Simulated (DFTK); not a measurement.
# InAs (Fm-3m) in DFTK: reference runs

Aim: a first look at InAs with PBE, on the cell as given.

All numbers are computed with DFTK 0.8.2; they aren't measurements. Logs are shortened: lines on timing, memory, paths and dates and some standing lists are left out, and cuts for length are marked.

**1. The crystal as given**

It takes space group Fm-3m (No. 225, cubic). The conventional cell has a = 5.755 Å, b = 5.755 Å, c = 5.755 Å, α = 90.00°, β = 90.00°, γ = 90.00°. Around In (site symmetry m-3m) lie 6 As at 2.88 Å. Around As (site symmetry m-3m) lie 6 In at 2.88 Å.

Measurements of this composition are mostly on another form, of space group No. 216.

**2. Single point, PBE**

Input file run.jl:

```julia
using DFTK
using PseudoPotentialData
using Unitful, UnitfulAtomic
using LinearAlgebra, Printf
include("save.jl")
disable_threading()

# lattice vectors are the columns
lattice = austrip(1u"Å") * [           0.0       2.877304       2.877304;
                 2.877304            0.0       2.877304;
                 2.877304       2.877304            0.0]
symbols   = [:In, :As]
positions = [[0.5, 0.5, 0.5],
             [0.0, 0.0, 0.0]]
pseudopotentials = PseudoFamily("dojo.nc.sr.pbe.v0_4_1.standard.upf")
elements = Dict(s => ElementPsp(s, pseudopotentials) for s in unique(symbols))
atoms    = [elements[s] for s in symbols]

build_model(lattice, positions; symmetries=true) =
    model_DFT(lattice, atoms, positions;
              functionals=PBE(),
              temperature=austrip(0.05u"eV"),
              smearing=Smearing.FermiDirac(),
              symmetries)
Ecut  = 42.0  # hartree
kgrid = [8, 8, 8]
tol   = 1e-6
to_GPa = ustrip(uconvert(u"GPa", 1u"hartree/bohr^3"))

model = build_model(lattice, positions)
basis = PlaneWaveBasis(model; Ecut, kgrid)
display(basis)
scfres = self_consistent_field(basis;
                               tol,
                               nbandsalg=AdaptiveBands(model; n_bands_converge=19))
display(scfres.energies)
@printf "Fermi level: %.6f eV\n" ustrip(auconvert(u"eV", something(scfres.εF, NaN)))
forces = compute_forces_cart(scfres)
println("Forces (eV/Å)")
for (s, f) in zip(symbols, forces)
    @printf "%-3s %12.6f %12.6f %12.6f\n" s ustrip.(auconvert.(u"eV/Å", f))...
end
stress = compute_stresses_cart(scfres)
println("Stress (GPa)")
display(round.(stress * to_GPa; digits=4))
println("Levels at the first k-point (eV): ", round.(ustrip.(auconvert.(u"eV", scfres.eigenvalues[1][1:scfres.n_bands_converge])); digits=4))
save_scf!(scfres; forces, stress)
```

Potentials or basis: dojo.nc.sr.pbe.v0_4_1.standard.upf (PBE).

Command:

```console
$ julia --threads=1 run.jl  # save.jl only writes the numbers to a file and isn't shown; printed stress counts tension as positive; times include loading and compiling
```

Log:

```text
PlaneWaveBasis discretization:

    Ecut                 : 42.0 Ha
    fft_size             : (48, 48, 48), 110592 total points
    kgrid                : MonkhorstPack([8, 8, 8])
    num.   red. kpoints  : 512
    num. irred. kpoints  : 29

    Discretized Model(gga_x_pbe+gga_c_pbe, 3D):
        lattice (in Bohr)    : [0         , 5.43732   , 5.43732   ]
                               [5.43732   , 0         , 5.43732   ]
                               [5.43732   , 5.43732   , 0         ]
        unit cell volume     : 321.5 Bohr³

        atoms                : AsIn
        pseudopot. family    : PseudoFamily("dojo.nc.sr.pbe.v0_4_1.standard.upf")

        num. electrons       : 28
        spin polarization    : none
        temperature          : 0.0018375 Ha
        smearing             : DFTK.Smearing.FermiDirac()

        terms                : Kinetic()
                               AtomicLocal()
                               AtomicNonlocal()
                               Ewald(nothing)
                               PspCorrection()
                               Hartree()
                               Xc(gga_x_pbe, gga_c_pbe)
                               Entropy()
n     Energy            log10(ΔE)   log10(Δρ)   Diag   Δtime
---   ---------------   ---------   ---------   ----   ------
  1   -172.5117927638                   -1.07    5.9    20.9s
  2   -172.5217761796       -2.00       -1.61    1.0    9.05s
  3   -172.5222692230       -3.31       -1.91    2.2    10.2s
  4   -172.5222809979       -4.93       -2.56    1.3    7.17s
  5   -172.5222872382       -5.20       -3.13    3.0    9.25s
  6   -172.5222875447       -6.51       -3.19    2.1    10.2s
  7   -172.5222877452       -6.70       -3.79    1.0    6.69s
  8   -172.5222877722       -7.57       -4.38    2.2    10.4s
  9   -172.5222877734       -8.92       -4.59    2.1    9.13s
 10   -172.5222877739       -9.34       -5.25    1.7    8.47s
 11   -172.5222877739      -10.67       -5.85    2.2    15.3s
 12   -172.5222877739      -11.65       -6.23    2.2    12.7s
Energy breakdown (in Ha):
    Kinetic             118.0947703
    AtomicLocal         -126.3154584
    AtomicNonlocal      -67.1688390
    Ewald               -102.5980126
    PspCorrection       4.7234511
    Hartree             44.5414146
    Xc                  -43.7991871
    Entropy             -0.0004268

    total               -172.522287773912
Fermi level: 5.514492 eV
Forces (eV/Å)
In     -0.000000    -0.000000    -0.000000
As     -0.000000    -0.000000    -0.000000
Stress (GPa)
3×3 StaticArraysCore.SMatrix{3, 3, Float64, 9} with indices SOneTo(3)×SOneTo(3):
  0.0177  -0.0      0.0
  0.0      0.0177  -0.0
 -0.0      0.0      0.0177
Levels at the first k-point (eV): [-29.6943, -29.6943, -29.6896, -29.6896, -29.6896, -8.8211, -8.8211, -8.8039, -8.8039, -8.8039, -6.5961, 4.8334, 5.3122, 5.3122, 5.3122, 12.7063, 12.7063, 12.7063, 13.0081]
```

It took 4.4 min on 1 thread of Intel Xeon Platinum 8259CL at 2.50GHz (Skylake/Cascade Lake), shared host; peak memory 1.8 GiB.

Results:

| Quantity | Value |
| --- | --- |
| Free energy | -4694.5706 eV |
| Pressure | 0.0 GPa |
| Band gap on the k mesh | none (metal or under the smearing width) |
